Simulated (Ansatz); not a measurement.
This Sn₂Ge₃ structure is the end of a relaxation. The cell was found from a structure generator's guess, not taken from experiment.

The calculation used DFT PBE, scalar-relativistic, plane waves, PAW in Ansatz. Cutoff 420 eV, Γ-centred mesh, Gaussian smearing, no spin polarisation.

```
CELL_PARAMETERS angstrom
4.39264 -2.65298 0.00000
4.39264 2.65298 0.00000
-1.92323 0.00000 4.92381
ATOMIC_POSITIONS crystal
Sn 0.37794 0.37794 0.17593
Sn 0.62206 0.62206 0.82407
Ge 0.82747 0.82747 0.44595
Ge 0.17253 0.17253 0.55405
Ge 0.00000 0.00000 0.00000
```

Formation energies are uncorrected and refer to the elements' standard structures at the same level. The references include grey tin.

Problem. Find its symmetry and describe it.

Solution. C2/m (No. 12). Conventional cell: a = 8.785 Å, b = 5.306 Å, c = 5.286 Å, β = 111.3°. Sn has 7 Ge at 3.11–3.14 Å, 2 Sn at 3.31–3.32 Å, 2 Sn at 3.54 Å and 3 Ge at 3.68–3.74 Å; Ge on a site of symmetry m is surrounded by 2 Ge at 2.76–2.87 Å, 4 Sn at 3.12–3.14 Å, 3 Ge at 3.13–3.23 Å and 3 Sn at 3.68–3.74 Å; Ge on a site of symmetry 2/m is surrounded by 2 Ge at 2.76 Å, 6 Sn at 3.11–3.13 Å and 2 Ge at 3.23 Å.

Problem. What is its formation energy per atom?

Solution. +0.22 eV/atom. A positive value: parting into the elements would lower its energy.

Problem. Is it a metal?

Solution. Yes, bands cross the Fermi level on the 8×8×8 mesh.

The last run used an 8×8×8 mesh for its 5-atom cell and Gaussian smearing of 0.10 eV. Symmetry constrained the relaxation, so the result can be a saddle point.
